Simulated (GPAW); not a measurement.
Here is a GPAW 26.7.0 calculation.

run.py

```python
import numpy as np
from ase.dft.bandgap import bandgap
from ase.io import read, write
from ase.units import GPa
from gpaw import GPAW, PW
from gpaw.spinorbit import soc_eigenstates

atoms = read('POSCAR')

calc = GPAW(mode=PW(600),
            xc='MGGA_X_R2SCAN+MGGA_C_R2SCAN',
            kpts={'size': (6, 6, 6), 'gamma': True},
            occupations={'name': 'fermi-dirac', 'width': 0.05},
            nbands=18,
            convergence={'density': 1e-05, 'energy': 1e-05},
            maxiter=150,
            txt='gpaw.txt')
atoms.calc = calc
energy = atoms.get_potential_energy()
forces = atoms.get_forces()
stress = atoms.get_stress()
calc.write('gs.gpw')
write('result.traj', atoms)
print(f'Energy: {energy:.6f} eV')
print('Forces (eV/A):')
print(forces.round(4))
print('Stress (GPa):', (stress / GPa).round(3))
print('Fermi level:', round(calc.get_fermi_level(), 4), 'eV')
print(f'Gap: {bandgap(calc)[0]:.4f} eV, direct: {bandgap(calc, direct=True)[0]:.4f} eV')

path = atoms.cell.bandpath('GXWKGLUWLK,UX', npoints=60, eps=1e-4)
bs_calc = calc.fixed_density(kpts=path, symmetry='off', nbands=30,
                             convergence={'bands': 'CBM+6.0', 'eigenstates': 1e-6}, txt='bands.txt')
bs = bs_calc.band_structure()
bs.write('bs.json')
print(f'Gap on the path: {bandgap(bs_calc)[0]:.4f} eV')

soc = soc_eigenstates(bs_calc, theta=0, phi=0, ignore_xc_potential=True)
np.savetxt('soc_bands.dat', soc.eigenvalues(), fmt='%.4f')
mesh = soc_eigenstates('gs.gpw', theta=0, phi=0, ignore_xc_potential=True)
np.savetxt('soc_mesh.dat', mesh.eigenvalues(), fmt='%.4f')
print('Fermi level with spin-orbit coupling:', round(mesh.fermi_level, 4), 'eV')
```

File POSCAR:

```
InAs
1.0
    0.0000000000      3.0180000000      3.0180000000
    3.0180000000      0.0000000000      3.0180000000
    3.0180000000      3.0180000000      0.0000000000
In As
1 1
Direct
    0.0000000000      0.0000000000      0.0000000000
    0.7500000000      0.7500000000      0.7500000000
```

Potentials or basis: GPAW PAW data sets (gpaw-data 1.2.1), pw.

Launch:

```console
$ OMP_NUM_THREADS=1 python run.py
```

(1) Predict the band gap along the path.

(2) Estimate the band gap on the k mesh.

(3) Estimate the pressure.

Results:

(1) 0.16 eV, direct.

(2) 0.16 eV, direct.

(3) 2.1 GPa.

Caveat: spin-orbit coupling was added after a scalar SCF, so levels and gaps hold it while energy, forces, pressure and moments don't; this program's spin-orbit splittings come out too wide for heavy elements; the PAW data sets were made with another functional, which shifts forces and pressure a little.

**Experimental background.**

From a printed reference work, data compilation, for a bulk crystal of InAs at 4.2 K: band gap 0.418 eV (direct).

A measured gap of InAs is 0.418 eV (direct; 4.2 K; a printed reference work, data compilation); the calculated 0.16 eV misses it by -0.26 eV. The value is that of r2SCAN, without temperature or zero-point motion.
